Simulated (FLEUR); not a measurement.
Crystal: ZnO (zincite).

```xyz
4
Lattice="3.2493 0.0000 0.0000 -1.6247 2.8140 0.0000 0.0000 0.0000 5.2057" Properties=species:S:1:pos:R:3 pbc="T T T"
Zn    1.6247    0.9380    0.0000
Zn    0.0000    1.8760    2.6029
O     0.0000    1.8760    4.5759
O     1.6247    0.9380    1.9730
```

Base run:

| Item | Value |
| --- | --- |
| Program | FLEUR MaX-R8.1 (later development tree) |
| Functional | PBEsol |
| Potentials or basis | all-electron |
| Basis | FLAPW |
| Kmax | 5 1/bohr |
| k mesh | 9 × 9 × 5 |
| Occupations | fermi-dirac, width 0.05 eV |
| Spin | no spin polarisation |

Its results: band gap on the k mesh 0.72 eV, direct.

**Question.** The run is repeated on the same cell with these changes: functional from PBEsol to SCAN. What comes out?

**Answer.** Band gap on the k mesh 1.21 eV, direct.

SCAN gives the wider gap, since meta-GGAs in the generalised Kohn-Sham scheme recover part of the derivative discontinuity.

Caveats: the meta-GGA is that of a development version, with a GGA for the radial functions and cores and without core tails (some runs).

Not every run made on this cell is shown here.
